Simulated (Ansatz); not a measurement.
## Ti in Ansatz: the effect of functional

Ti:

```
CELL_PARAMETERS angstrom
0.00000 2.01638 2.01638
2.01638 0.00000 2.01638
2.01638 2.01638 0.00000
ATOMIC_POSITIONS crystal
Ti 0.00000 0.00000 0.00000
```

This isn't the form of Ti at room conditions, which is hcp.

The cell isn't the ideal one: volume scaled by 0.98.

Alike in all runs:

* Program: Ansatz 0.2.0
* Task: single point
* Potentials or basis: Ansatz PAW
* k mesh: 11 × 11 × 11
* Occupations: fermi-dirac, width 0.05 eV
* Spin: no spin polarisation

```csv
functional,cutoff,pressure (GPa)
LDA,420 eV (not typed: the program's choice for these potentials),-2.9
PBEsol,420 eV (not typed: the program's choice for these potentials),1.8
r2SCAN,500 eV (not typed: the program's choice for these potentials),?
```

**Question.** What does the run with functional r2SCAN give?

**Answer.** Pressure 6.8 GPa.

Caveats: the PAW data sets come from PBE, with cores solved anew for the run's functional, which leaves a small shift of forces and pressure.

Runs at the PBE level aren't shown here.
